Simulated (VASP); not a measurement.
As: equation of state with PBE+D3(BJ)

Crystal: As.

```xyz
2
Lattice="1.8955 1.0944 3.3665 -1.8955 1.0944 3.3665 0.0000 -2.1887 3.3665" Properties=species:S:1:pos:R:3 pbc="T T T"
As    0.0000    0.0000    2.3253
As    0.0000    0.0000    7.7743
```

```
Program                : VASP 6.6.1
Task                   : equation of state
Functional             : PBE
Dispersion             : D3(BJ)
Potentials or basis    : VASP PAW PBE potentials, release 64 (As)
Cutoff                 : 520 eV
k mesh                 : 8 × 8 × 8
Occupations            : fermi-dirac, width 0.05 eV
Spin                   : no spin polarisation
Ladder                 : gaps
Further INCAR settings : ALGO = Normal; EDIFF = 1e-07
```

| Property | Result |
| --- | --- |
| Equilibrium volume | 20.95 Å³/atom |
| Bulk modulus at fixed shape and positions | 80 GPa |
| Pressure derivative of the bulk modulus | 4.1 (rough: it moves with the points fitted) |

Energy against volume, from the lowest point:
```
volume (Å³/atom)  energy (meV/atom)
          20.112               8.98
          20.531               2.18
          20.950               0.00
          21.369               2.00
          21.788               7.78
```

All runs of the series together: 2.5 min on 1 thread of Intel(R) Xeon(R) Platinum 8259CL CPU @ 2.50GHz (Skylake/Cascade Lake), on a shared host.

Caveat: the cell was scaled at fixed shape and fractional positions, which overstates the stiffness of a crystal with free parameters, most of all of layers and chains.
